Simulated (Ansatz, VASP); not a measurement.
**Ag3As: VASP beside Ansatz**

Aim: how closely do two programs agree when they are given the same cell, functional and k mesh? The cell is generated by rule, not measured, and may not be a known phase. The cell is taken from a series of runs on this material, whose earlier steps may have relaxed, scaled, displaced or heated it; both programs get it as it stands.

Method: plane waves, with VASP 6.6.1 beside it; PBE, in Ansatz 0.2.0.

The structure was built from a prototype and need not be the compound's stable phase.

### Step 1. The starting structure

It takes space group Pmma (No. 51, orthorhombic). Conventional cell: a = 9.544 Å, b = 4.882 Å, c = 5.081 Å, α = 90.00°, β = 90.00°, γ = 90.00°. Nearest to As lie 6 Ag at 2.51 to 2.57 Å. Ag has 2 As at 2.51 to 2.57 Å nearest. Nearest to Ag lie 2 As at 2.54 Å. Nearest to Ag lie 2 As at 2.54 Å. Farther neighbours are not listed.

Coordinates:

```
As Ag
1.0
     9.54382    0.00000    0.00000
     0.00000    4.88239    0.00000
     0.00000    0.00000    5.08115
As Ag
2 6
Direct
  0.25000 0.00000 0.82670
  0.75000 0.00000 0.17330
  0.75000 0.00000 0.66723
  0.25000 0.00000 0.33277
  0.25000 0.50000 0.96191
  0.75000 0.50000 0.03809
  0.50000 0.00000 0.00000
  0.00000 0.00000 0.00000
```

### Step 2. VASP: relaxation of cell and atoms, PBE

The relaxed volume is the usual yardstick between codes: in a stiff, nearly cubic crystal its relative difference is about their pressure difference at one cell divided by the bulk modulus.

Lines of VASP's logs that name or quote its potential files are left out, and so is its time.

INCAR reads:

```
SYSTEM = Ag3As
PREC = Accurate
ENCUT = 500
EDIFF = 1E-07
NELM = 120
ISMEAR = 0
SIGMA = 0.01
LREAL = .FALSE.
ALGO = Normal
GGA = PE
NBANDS = 47
LASPH = .TRUE.
LORBIT = 11
LWAVE = .FALSE.
LCHARG = .FALSE.
ISIF = 3
IBRION = 2
NSW = 80
EDIFFG = -0.005
GGA_COMPAT = .FALSE.
NELMIN = 4
EFERMI = MIDGAP
KPAR = 2
```

POSCAR reads:

```
Ag3As
1.0
    9.5438230000      0.0000000000      0.0000000000
    0.0000000000      4.8823920000      0.0000000000
    0.0000000000      0.0000000000      5.0811540000
As Ag
2 6
Direct
    0.2500000262      0.0000000000      0.8267043274
    0.7500000262      0.0000000000      0.1732956726
    0.7500000262      0.0000000000      0.6672344511
    0.2500000262      0.0000000000      0.3327655489
    0.2500000262      0.5000000000      0.9619119987
    0.7500000262      0.5000000000      0.0380880013
    0.5000000262      0.0000000000      0.0000000000
    0.0000000262      0.0000000000      0.0000000000
```

KPOINTS reads:

```
Automatic mesh
0
Gamma
4 6 6
0 0 0
```

PAW data sets: As and Ag (PBE family, release 64).

The run is started by

```console
$ mpirun -np 2 vasp_std
```

Numbers of over 12 decimals in the logs are rounded to 6 here.

What it wrote:

```text
[banner, memory and clock lines left out]
running    2 mpi-ranks, on    1 nodes
 distrk:  each k-point on    1 cores,    2 groups
 distr:  one band on    1 cores,    1 groups

 POSCAR found type information on POSCAR AsAg
 POSCAR found :  2 types and       8 ions
 LDA part: xc-table for (Slater+PW92), standard interpolation
 POSCAR, INCAR and KPOINTS ok, starting setup
 FFT: planning ... GRIDC
 FFT: planning ... GRID_SOFT
 FFT: planning ... GRID
 WAVECAR not read
 entering main loop
       N       E                     dE             d eps       ncg     rms          rms(c)
DAV:   1     0.444797757779E+03    0.44480E+03   -0.34730E+04  4528   0.140E+03
DAV:   2    -0.676827769383E+01   -0.45157E+03   -0.43037E+03  4821   0.300E+02
DAV:   3    -0.253965791937E+02   -0.18628E+02   -0.18355E+02  5192   0.572E+01
DAV:   4    -0.257022194166E+02   -0.30564E+00   -0.30530E+00  4870   0.735E+00
DAV:   5    -0.257075686354E+02   -0.53492E-02   -0.53475E-02  5327   0.981E-01    0.114E+01
DAV:   6    -0.239767112241E+02    0.17309E+01   -0.66465E+00  4812   0.170E+01    0.787E+00
DAV:   7    -0.239681816996E+02    0.85295E-02   -0.88331E-01  4827   0.333E+00    0.414E+00
DAV:   8    -0.239468934573E+02    0.21288E-01   -0.31511E-02  5010   0.855E-01    0.490E-01
DAV:   9    -0.239469006271E+02   -0.71698E-05   -0.56757E-03  4878   0.474E-01    0.156E-01
DAV:  10    -0.239477247494E+02   -0.82412E-03   -0.73862E-04  4911   0.101E-01    0.588E-02
DAV:  11    -0.239479704738E+02   -0.24572E-03   -0.16786E-04  4970   0.504E-02    0.134E-02
DAV:  12    -0.239480156422E+02   -0.45168E-04   -0.34367E-05  4934   0.235E-02    0.626E-03
DAV:  13    -0.239480360130E+02   -0.20371E-04   -0.16666E-05  4877   0.132E-02    0.478E-03
DAV:  14    -0.239480388123E+02   -0.27992E-05   -0.26964E-06  4932   0.563E-03    0.104E-03
DAV:  15    -0.239480391344E+02   -0.32211E-06   -0.45463E-07  4027   0.219E-03    0.476E-04
DAV:  16    -0.239480392144E+02   -0.80060E-07   -0.30693E-08  3401   0.699E-04
   1 F= -.23948039E+02 E0= -.23948039E+02  d E =-.239480E+02
 curvature:   0.00 expect dE= 0.000E+00 dE for cont linesearch  0.000E+00
 trial: gam= 0.00000 g(F)=  0.274E-05 g(S)=  0.485E-04 ort = 0.000E+00 (trialstep = 0.100E+01)
 search vector abs. value=  0.513E-04
 bond charge predicted
       N       E                     dE             d eps       ncg     rms          rms(c)
DAV:   1    -0.239489519282E+02   -0.91279E-03   -0.15034E-02  4862   0.800E-01    0.207E-01
DAV:   2    -0.239480985503E+02    0.85338E-03   -0.33571E-03  4757   0.390E-01    0.620E-02
DAV:   3    -0.239480761362E+02    0.22414E-04   -0.94906E-05  4862   0.397E-02    0.475E-02
DAV:   4    -0.239480591203E+02    0.17016E-04   -0.37049E-05  4856   0.268E-02    0.750E-03
DAV:   5    -0.239480572896E+02    0.18308E-05   -0.74022E-06  4771   0.183E-02    0.338E-03
DAV:   6    -0.239480570098E+02    0.27974E-06   -0.19956E-06  4656   0.434E-03    0.900E-04
DAV:   7    -0.239480569428E+02    0.67014E-07   -0.17362E-07  3270   0.190E-03
   2 F= -.23948057E+02 E0= -.23948057E+02  d E =-.177284E-04
 trial-energy change:   -0.000018  1 .order   -0.000022   -0.000051    0.000008
 step:   0.8009(harm=  0.8625)  dis= 0.00020  next Energy=   -23.948058 (dE=-0.186E-04)
 reached required accuracy - stopping structural energy minimisation
```

From OUTCAR (step 2):

```text
ion  position               nearest neighbor table
   1  0.250  0.000  0.827-   4 2.51   5 2.54   5 2.54   8 2.54   7 2.54   4 2.57
   2  0.750  0.000  0.173-   3 2.51   6 2.54   6 2.54   8 2.54   7 2.54   3 2.57
   3  0.750  0.000  0.667-   2 2.51   2 2.57   7 2.92   8 2.92   6 3.08   6 3.08
   4  0.250  0.000  0.333-   1 2.51   1 2.57   8 2.92   7 2.92   5 3.08   5 3.08
   5  0.250  0.500  0.962-   1 2.54   1 2.54   4 3.08   4 3.08   7 3.42   8 3.42   7 3.42   8 3.42

  LATTYP: Found a simple orthorhombic cell.
 ALAT       =     4.8823920000
 B/A-ratio  =     1.0407099635
 C/A-ratio  =     1.9547432898

 Subroutine GETGRP returns: Found  8 space group operations
 (whereof  4 operations were pure point group operations)

The static configuration has the point symmetry C_2h.
 The point group associated with its full space group is D_2h.

 Found     48 irreducible k-points:

   k-points           NKPTS =     48   k-points in BZ     NKDIM =     48   number of bands    NBANDS=     47

   dimension x,y,z NGX =    70 NGY =   36 NGZ =   40
   dimension x,y,z NGXF=   140 NGYF=   72 NGZF=   80

   ENCUT  =  500.0 eV  36.75 Ry    6.06 a.u.  17.40  8.90  9.26*2*pi/ulx,y,z

   NELECT =      76.0000    total number of electrons

 k-points in reciprocal lattice and weights: Automatic mesh
   0.00000000  0.00000000  0.00000000       0.007
   0.25000000  0.00000000  0.00000000       0.014
   0.50000000  0.00000000  0.00000000       0.007
   0.00000000  0.16666667  0.00000000       0.014
   0.25000000  0.16666667  0.00000000       0.028
   0.50000000  0.16666667  0.00000000       0.014
   0.00000000  0.33333333  0.00000000       0.014
   0.25000000  0.33333333  0.00000000       0.028
   0.50000000  0.33333333  0.00000000       0.014
[...]
0.25000000  0.50000000  0.50000000       0.014
   0.50000000  0.50000000  0.50000000       0.007

 average (electrostatic) potential at core
       1 -51.7208       2 -51.7208       3 -76.2185       4 -76.2185       5 -76.0107
       6 -76.0107       7 -76.0593       8 -76.0593

 E-fermi :   2.9348

 k-point     1 :       0.0000    0.0000    0.0000
  band No.  band energies     occupation
    ...
     34       0.7522      2.00000
     35       0.7868      2.00000
     36       1.1523      2.00000
     37       1.1976      2.00000
     38       2.0586      2.00000
     39       3.0079      0.00000
     40       3.3017      0.00000
     41       5.1610      0.00000
     42       5.1764      0.00000
     43       5.9924      0.00000
    ...

 k-point     2 :       0.2500    0.0000    0.0000
  band No.  band energies     occupation
    ...
     34       0.4639      2.00000
     35       0.9210      2.00000
     36       1.2971      2.00000
     37       1.3124      2.00000
     38       1.9307      2.00000
     39       3.1204      0.00000
     40       3.4518      0.00000
     41       5.1335      0.00000
     42       5.1815      0.00000
     43       5.5010      0.00000
    ...

 k-point     3 :       0.5000    0.0000    0.0000
  band No.  band energies     occupation
    ...
     34       0.1116      2.00000
     35       1.2011      2.00000
     36       1.2011      2.00000
     37       1.6212      2.00000
     38       1.6212      2.00000
     39       3.3883      0.00000
     40       3.3883      0.00000
     41       5.0936      0.00000
     42       5.0936      0.00000
     43       5.9691      0.00000
    ...

  Total       -0.0097988     -0.0031649     -0.0075251      0.0000000      0.0000000      0.0000000
  in kB       -0.0662461     -0.0213966     -0.0508745      0.0000000      0.0000000      0.0000000
  external PRESSURE =      -0.0461724 kB  Pullay stress =       0.0000000 kB

  energy-cutoff  :      500.00
  volume of cell :      236.99
      direct lattice vectors                 reciprocal lattice vectors
     9.546466084  0.000000000  0.000000000     0.104750804  0.000000000  0.000000000
     0.000000000  4.884063739  0.000000000     0.000000000  0.204747533  0.000000000
    -0.000000000  0.000000000  5.082751321     0.000000000  0.000000000  0.196743838

 POSITION                                       TOTAL-FORCE (eV/Angst)
 -----------------------------------------------------------------------------------
      2.38662      0.00000      4.20169        -0.000000      0.000000      0.003019
      7.15985      0.00000      0.88106         0.000000      0.000000     -0.003019
      7.15985      0.00000      3.39132        -0.000000      0.000000      0.003313
      2.38662      0.00000      1.69144         0.000000      0.000000     -0.003313
      2.38662      2.44203      4.88919         0.000000      0.000000     -0.001061
      7.15985      2.44203      0.19356        -0.000000     -0.000000      0.001061
      4.77323      0.00000      0.00000        -0.000000      0.000000      0.000000
      0.00000      0.00000      0.00000        -0.000000      0.000000      0.000000
 -----------------------------------------------------------------------------------
    total drift:                               -0.000212      0.000000     -0.000136

  FREE ENERGIE OF THE ION-ELECTRON SYSTEM (eV)
  ---------------------------------------------------
  free  energy   TOTEN  =       -23.9480569428 eV

  energy  without entropy=      -23.9480569428  energy(sigma->0) =      -23.94805694

 reached required accuracy - stopping structural energy minimisation

 total charge
# of ion       s       p       d       tot
------------------------------------------
    1        1.188   1.548   0.049   2.785
    2        1.188   1.548   0.049   2.785
    3        0.394   0.227   9.217   9.838
    4        0.394   0.227   9.217   9.838
    5        0.409   0.213   9.205   9.827
    6        0.409   0.213   9.205   9.827
    7        0.417   0.224   9.199   9.840
    8        0.417   0.224   9.199   9.840
--------------------------------------------------
tot          4.816   4.425  55.339  64.580

[... 3 further parts left out ...]
```

CONTCAR:

```
Ag3As
   1.00000000000000
     9.5464660841732698    0.0000000000000000    0.0000000000000000
     0.0000000000000000    4.8840637388717321    0.0000000000000000
    -0.0000000000000000    0.0000000000000000    5.0827513210340474
  As              Ag
     2     6
Direct
     0.2500000261999986    0.0000000000000000    0.8266560979840374
     0.7500000261999986    0.0000000000000000    0.1733439020159626
     0.7500000261999986    0.0000000000000000    0.6672205139006993
     0.2500000261999986    0.0000000000000000    0.3327794860993008
     0.2500000261999986    0.5000000000000000    0.9619181823639827
     0.7500000261999986    0.5000000000000000    0.0380818176360172
     0.5000000261999986    0.0000000000000000    0.0000000000000000
     0.0000000261999986    0.0000000000000000    0.0000000000000000
```

The run keeps the 8 symmetry operations of its start, so it cannot find a distortion of lower symmetry.

(Part 1 of 2 ends here.)

[Lines on the potential files, build, host, timing and source positions are cut from VASP's logs without a mark.]

[Logs are printed without paths, hosts, clocks, repeated set-up lines and the standing remarks that a program may print on its own settings, such as how far it seeks lower states.]

[Hosts, paths, dates, database ids (printed as entryN), source tags and the programs' standing remarks are cut or masked in the printed files.]
